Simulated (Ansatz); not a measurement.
**SiSe2 (Ibam): how the settings move a single-point run**

Aim: see which settings change the result for SiSe2 (Ibam), by how much, and at what cost.

Program: Ansatz 0.2.0. Level of theory: reference: DFT PBE, scalar-relativistic, plane waves, PAW. These are calculated values, not measurements.

3 further runs of the same task are left out: 3 that didn't finish. Runs told in other sessions of the task aren't counted.

## 1. The system as given

Symmetry: Ibam, No. 72, orthorhombic system. The conventional cell has a = 6.701 Å, b = 11.193 Å, c = 5.933 Å, α = 90.00°, β = 90.00°, γ = 90.00°. Around Si (site symmetry 222) lie 4 Se at 2.30 Å. Around Se (site symmetry m) lie 2 Si at 2.30 Å.

Coordinates:

```cif
data_structure
_symmetry_space_group_name_H-M 'P 1'
_symmetry_Int_Tables_number 1
_cell_length_a 7.1655
_cell_length_b 7.1655
_cell_length_c 7.1655
_cell_angle_alpha 124.246
_cell_angle_beta 77.293
_cell_angle_gamma 131.088
_cell_volume 222.49
loop_
_atom_site_label
_atom_site_type_symbol
_atom_site_fract_x
_atom_site_fract_y
_atom_site_fract_z
_atom_site_occupancy
Si1 Si 0.25000 0.25000 0.00000 1
Si2 Si 0.75000 0.75000 0.00000 1
Se1 Se 0.11013 0.81249 0.92263 1
Se2 Se 0.88987 0.18751 0.07737 1
Se3 Se 0.61013 0.68751 0.29764 1
Se4 Se 0.38987 0.31249 0.70236 1
```

## 2. The reference run

The input, input.yaml:

```yaml
crystal:
  lattice:
    - [-3.3504059656, 5.5963407408, 2.9664658936]
    - [3.3504059656, -5.5963407408, 2.9664658936]
    - [3.3504059656, 5.5963407408, -2.9664658936]
  atoms:
    - { symbol: Si, position: [0.25, 0.25, 0.0] }
    - { symbol: Si, position: [0.75, 0.75, 0.0] }
    - { symbol: Se, position: [0.1101346453, 0.8124913907, 0.922626036] }
    - { symbol: Se, position: [0.8898653547, 0.1875086093, 0.077373964] }
    - { symbol: Se, position: [0.6101346453, 0.6875086093, 0.2976432546] }
    - { symbol: Se, position: [0.3898653547, 0.3124913907, 0.7023567454] }
basis:
  ecutwfc: 420
  ecutrho_ratio: 4
kpoints:
  mp_grid: { grid: [6, 6, 6] }
  band_path:
    path:
      - [[0.0, 0.0, 0.0], [0.5, -0.5, 0.5], [0.33960383, -0.33960383, 0.66039617]]
      - [[-0.33960383, 0.33960383, 0.33960383], [0.0, 0.0, 0.0], [0.32024419, 0.32024419, -0.32024419]]
      - [[0.67975581, -0.32024419, 0.32024419], [0.5, -0.5, 0.5]]
      - [[0.0, 0.0, 0.0], [0.0, 0.5, 0.0], [0.25, 0.25, 0.25], [0.5, 0.0, 0.0], [0.0, 0.0, 0.0], [0.0, 0.0, 0.5], [0.25, 0.25, 0.25]]
    npoints: 14
hamiltonian:
  xc: pbe
scf:
  occupations: { method: gaussian, width: 0.05 }
  n_extra_bands: 17
output:
  forces: true
  stress: true
  eigenvalues: true
  populations: true
  dos: { projected: true, de: 0.02, nscf_kmesh: { grid: [9, 9, 9] } }
  bader: true
  write_density: true
  write_potential: true
  elf: true
  volumetric_format: npy
```

Run with:

```sh
$ ansatz run input.yaml --threads 4 --pin off --max-ram 7168MiB --backend cpu --events-out ev --progress --plain --runs-dir out
```

## 3. Changing settings: ecutwfc 350 eV

The input, input.yaml:

```yaml
crystal:
  lattice:
    - [-3.3504059656, 5.5963407408, 2.9664658936]
    - [3.3504059656, -5.5963407408, 2.9664658936]
    - [3.3504059656, 5.5963407408, -2.9664658936]
  atoms:
    - { symbol: Si, position: [0.25, 0.25, 0.0] }
    - { symbol: Si, position: [0.75, 0.75, 0.0] }
    - { symbol: Se, position: [0.1101346453, 0.8124913907, 0.922626036] }
    - { symbol: Se, position: [0.8898653547, 0.1875086093, 0.077373964] }
    - { symbol: Se, position: [0.6101346453, 0.6875086093, 0.2976432546] }
    - { symbol: Se, position: [0.3898653547, 0.3124913907, 0.7023567454] }
basis:
  ecutwfc: "350 eV"
  ecutrho_ratio: 4
kpoints:
  mp_grid: { grid: [6, 6, 6] }
hamiltonian:
  xc: pbe
scf:
  occupations: { method: gaussian, width: 0.05 }
output:
  forces: true
  stress: true
  write_density: true
  write_potential: true
  elf: true
  volumetric_format: npy
```

## 4. Changed: ecutwfc 600 eV, dispersion d3bjatm, occupations.method fermi_dirac, occupations.width 0.1

The input, input.yaml:

```yaml
crystal:
  lattice:
    - [-3.3504059656, 5.5963407408, 2.9664658936]
    - [3.3504059656, -5.5963407408, 2.9664658936]
    - [3.3504059656, 5.5963407408, -2.9664658936]
  atoms:
    - { symbol: Si, position: [0.25, 0.25, 0.0] }
    - { symbol: Si, position: [0.75, 0.75, 0.0] }
    - { symbol: Se, position: [0.1101346453, 0.8124913907, 0.922626036] }
    - { symbol: Se, position: [0.8898653547, 0.1875086093, 0.077373964] }
    - { symbol: Se, position: [0.6101346453, 0.6875086093, 0.2976432546] }
    - { symbol: Se, position: [0.3898653547, 0.3124913907, 0.7023567454] }
basis:
  ecutwfc: "600 eV"
  ecutrho_ratio: 4
kpoints:
  mp_grid: { grid: [6, 6, 6] }
hamiltonian:
  xc: pbe
  dispersion: d3bjatm
scf:
  occupations: { method: fermi_dirac, width: 0.1 }
output:
  forces: true
  stress: true
```

## 5. Variant: xc_grid 1, occupations.method cold, occupations.width 0.025

The input, input.yaml:

```yaml
crystal:
  lattice:
    - [-3.3504059656, 5.5963407408, 2.9664658936]
    - [3.3504059656, -5.5963407408, 2.9664658936]
    - [3.3504059656, 5.5963407408, -2.9664658936]
  atoms:
    - { symbol: Si, position: [0.25, 0.25, 0.0] }
    - { symbol: Si, position: [0.75, 0.75, 0.0] }
    - { symbol: Se, position: [0.1101346453, 0.8124913907, 0.922626036] }
    - { symbol: Se, position: [0.8898653547, 0.1875086093, 0.077373964] }
    - { symbol: Se, position: [0.6101346453, 0.6875086093, 0.2976432546] }
    - { symbol: Se, position: [0.3898653547, 0.3124913907, 0.7023567454] }
basis:
  ecutwfc: 420
  ecutrho_ratio: 4
  xc_grid: 1
kpoints:
  mp_grid: { grid: [6, 6, 6] }
hamiltonian:
  xc: pbe
scf:
  occupations: { method: cold, width: 0.025 }
output:
  forces: true
  stress: true
  write_density: true
  write_potential: true
  elf: true
  volumetric_format: npy
```

## 6. Changing settings: ecutwfc 350 eV, lower_state_search light

The input, input.yaml:

```yaml
crystal:
  lattice:
    - [-3.3504059656, 5.5963407408, 2.9664658936]
    - [3.3504059656, -5.5963407408, 2.9664658936]
    - [3.3504059656, 5.5963407408, -2.9664658936]
  atoms:
    - { symbol: Si, position: [0.25, 0.25, 0.0] }
    - { symbol: Si, position: [0.75, 0.75, 0.0] }
    - { symbol: Se, position: [0.1101346453, 0.8124913907, 0.922626036] }
    - { symbol: Se, position: [0.8898653547, 0.1875086093, 0.077373964] }
    - { symbol: Se, position: [0.6101346453, 0.6875086093, 0.2976432546] }
    - { symbol: Se, position: [0.3898653547, 0.3124913907, 0.7023567454] }
basis:
  ecutwfc: "350 eV"
  ecutrho_ratio: 4
kpoints:
  mp_grid: { grid: [6, 6, 6] }
hamiltonian:
  xc: pbe
scf:
  occupations: { method: gaussian, width: 0.05 }
  lower_state_search: light
output:
  forces: true
  stress: true
```

## 7. Changing settings: symmetry.detect false, chi_scale 0.0

The input, input.yaml:

```yaml
crystal:
  lattice:
    - [-3.3504059656, 5.5963407408, 2.9664658936]
    - [3.3504059656, -5.5963407408, 2.9664658936]
    - [3.3504059656, 5.5963407408, -2.9664658936]
  atoms:
    - { symbol: Si, position: [0.25, 0.25, 0.0] }
    - { symbol: Si, position: [0.75, 0.75, 0.0] }
    - { symbol: Se, position: [0.1101346453, 0.8124913907, 0.922626036] }
    - { symbol: Se, position: [0.8898653547, 0.1875086093, 0.077373964] }
    - { symbol: Se, position: [0.6101346453, 0.6875086093, 0.2976432546] }
    - { symbol: Se, position: [0.3898653547, 0.3124913907, 0.7023567454] }
  symmetry: { detect: false }
basis:
  ecutwfc: 420
  ecutrho_ratio: 4
kpoints:
  mp_grid: { grid: [6, 6, 6] }
hamiltonian:
  xc: pbe
scf:
  occupations: { method: gaussian, width: 0.05 }
  initial_density: { chi_scale: 0.0 }
output:
  forces: true
  stress: true
  write_density: true
  write_potential: true
  elf: true
  volumetric_format: npy
```

Before running it: what results should come out? Wanted: for each run, ending; energy change; pressure; gap; force.

**Answer**, as computed:

| run | ending | energy change | pressure (GPa) | gap (eV) | force (eV/Å) | cycles | time |
| --- | --- | --- | --- | --- | --- | --- | --- |
| reference | converged | 0 | 0.0 | 2.26 | 0.00 | 6 | 42 s |
| 1: ecutwfc 350 eV | converged | +1.9 meV/atom | 0.0 | 2.26 | 0.00 | 6 | 5.4 s |
| 2: ecutwfc 600 eV, dispersion d3bjatm, occupations.method fermi_dirac, occupations.width 0.1 | converged | -190.2 meV/atom (σ→0) (dispersion and other settings together) | -0.9 | 2.26 | 0.02 | 7 | 8.3 s |
| 3: xc_grid 1, occupations.method cold, occupations.width 0.025 | converged | 0.0 meV/atom (σ→0) | 0.0 | 2.26 | 0.00 | 7 | 7.8 s |
| 4: ecutwfc 350 eV, lower_state_search light | converged | +1.9 meV/atom | 0.0 | 2.26 | 0.00 | 6 | 3 s |
| 5: symmetry.detect false, chi_scale 0.0 | converged | 0.0 meV/atom | 0.0 | 2.26 | 0.00 | 8 | 25 s |

Times don't compare one to one where runs were asked for different outputs or read a saved state (see the inputs); cycles may leave out searches for a lower state.

Residual by cycle in the longest SCF loop of each run; runs are numbered as in the table. The quantity is the density residual dr2, in eV.

| cycle | reference | run 1 | run 2 | run 3 | run 4 | run 5 |
| --- | --- | --- | --- | --- | --- | --- |
| 1 | 0.00289 | 0.00289 | 0.00258 | 0.00266 | 0.0028 | 1.93 |
| 2 | 4.6e-4 | 4.3e-4 | 4.4e-4 | 4.3e-4 | 4.5e-4 | 0.514 |
| 3 | 8.6e-5 | 7.2e-5 | 7.0e-5 | 7.6e-5 | 7.1e-5 | 0.0284 |
| 4 | 7.2e-6 | 5.7e-6 | 6.1e-6 | 6.9e-6 | 5.7e-6 | 0.00316 |
| 5 | 5.2e-7 | 6.4e-7 | 5.9e-7 | 5.3e-7 | 6.2e-7 | 1.8e-4 |
| 6 | 7.0e-8 | 8.0e-8 | 1.0e-7 | 1.1e-7 | 9.2e-8 | 7.5e-6 |
| 7 | - | - | 6.0e-9 | 4.8e-9 | - | 2.2e-7 |
| 8 | - | - | - | - | - | 2.5e-8 |

**Reading.** Runs 1 and 4 ran under the cutoff that the potentials recommend, as the log warns, so basis error is mixed into their values.

These are semilocal Kohn-Sham gaps, which aren't the measured quantity. Such gaps usually fall short of the measured ones.
